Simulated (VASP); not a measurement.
H: relaxation of cell and atoms with r2SCAN

Crystal: H.

```
H
1.0
     2.65115   -2.58584    0.00000
     2.65115    2.58584    0.00000
     0.00000    0.00000    4.39758
H
4
Direct
  0.95256 0.04744 0.06330
  0.45256 0.54744 0.43670
  0.54744 0.45256 0.56330
  0.04744 0.95256 0.93670
```

| Property | Result |
| --- | --- |
| Program | VASP 6.6.1 |
| Task | relaxation of cell and atoms |
| Functional | r2SCAN |
| Potentials or basis | VASP PAW PBE potentials, release 64 (H) |
| Cutoff | 600 eV |
| k mesh | 6 × 6 × 6 |
| Occupations | gaussian, width 0.02 eV |
| Spin | no spin polarisation |
| Dipole correction | no |
| Further INCAR settings | ALGO = Normal; EDIFF = 1e-06; IBRION = 2; EDIFFG = -0.01; NSW = 100; ISIF = 3 |

The pressure after relaxing is 0.0 GPa. The band gap on the k mesh is 10.28 eV, indirect (least direct gap 10.78 eV).

Forces on the atoms (eV/Å):
```
H    0.000 -0.002 -0.002
H    0.000 -0.002  0.002
H    0.000  0.002 -0.002
H    0.000  0.002  0.002
```

Final structure:
```
H
1.0
     2.65115   -2.58584    0.00000
     2.65115    2.58584    0.00000
     0.00000    0.00000    4.39758
H
4
Cartesian
  2.6512 -2.3405 0.2784
  2.6512 0.2453 1.9204
  2.6512 -0.2453 2.4771
  2.6512 2.3405 4.1192
```

Levels at points of the mesh, in eV from the valence-band top:
| k point | band 1 | band 2 | band 3 | band 4 | band 5 | band 6 |
| --- | --- | --- | --- | --- | --- | --- |
| (0.00, 0.00, 0.00) | -1.50 | 0.00 | 11.98 | 13.52 | 14.18 | 16.40 |
| (0.50, 0.00, 0.00) | -0.59 | -0.59 | 11.68 | 11.68 | 14.62 | 14.62 |
| (0.50, 0.50, 0.00) | -0.44 | -0.29 | 10.70 | 11.62 | 14.71 | 16.37 |
| (0.00, 0.00, 0.50) | -0.76 | -0.76 | 11.49 | 11.49 | 16.53 | 16.53 |
| (0.50, 0.00, 0.50) | -0.51 | -0.51 | 10.28 | 10.28 | 17.04 | 17.04 |
| (0.50, 0.50, 0.50) | -0.31 | -0.31 | 12.00 | 12.00 | 13.60 | 13.60 |

Run time: 32 s on 1 thread of Intel(R) Xeon(R) 6975P-C (Granite Rapids), with other jobs on the host, peak memory 0.17 GiB.

Caveat: the relaxation stopped at its first step, so nothing moved; the PAW data sets were made with another functional, which shifts forces and pressure a little. A k mesh can miss the band edges.
